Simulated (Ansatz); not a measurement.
GaN under changes of volume

One of the cells (9.735 Å³/atom); the others are scaled copies at fixed shape and fractional positions:

```
Ga N
1.0
     0.00000    2.13524    2.13524
     2.13524    0.00000    2.13524
     2.13524    2.13524    0.00000
Ga N
1 1
Direct
  0.00000 0.00000 0.00000
  0.50000 0.50000 0.50000
```

Measurements of this composition are mostly on another form, of space group No. 186.

* Program: Ansatz 0.2.0
* Functional: PBEsol
* Potentials or basis: Ansatz PAW
* Cutoff: 420 eV (not typed: the program's choice for these potentials)
* k mesh: 11 × 11 × 11
* Occupations: fermi-dirac, width 0.05 eV
* Spin: no spin polarisation

```tsv
volume (Å³/atom)	energy over the lowest point (meV/atom)	pressure (GPa)	gap on the mesh (eV)
9.151	4.52	6.4	0.86
9.346	0.00	1.1	0.72
9.540	?	?	?
9.735	8.46	-7.7	0.47
9.930	20.12	-11.4	0.36
10.124	36.00	-14.6	0.24
10.319	55.66	-17.4	0.14
```

What does the run at 9.540 Å³/atom give?

Energy over the lowest point 1.57 meV/atom; pressure -3.5 GPa; gap on the mesh 0.60 eV.

Worked out: A Birch-Murnaghan fit of order 3 (a polynomial in V^(-2/3)) to the other rows has its minimum at 9.39 Å³/atom with B0 = V·E''(V) = 233 GPa and B' = 4.8. It gives 1.53 meV/atom at 9.540 Å³/atom, against the run's 1.57, and -dE/dV = -3.6 GPa, against -3.5. A straight line through the other rows of the gap, of slope -6 eV per unit of ln V, gives 0.60 eV, against the run's 0.60.

Energies are extrapolated to zero smearing.

Caveats: odd divisions of the mesh miss points on the zone boundary, where band edges often lie, so the gap on the mesh can be too wide; the PAW data sets come from PBE, with cores solved anew for the run's functional, which leaves a small shift of forces and pressure.

A mesh can miss the band edges. Spin-orbit coupling on Ga is left out.
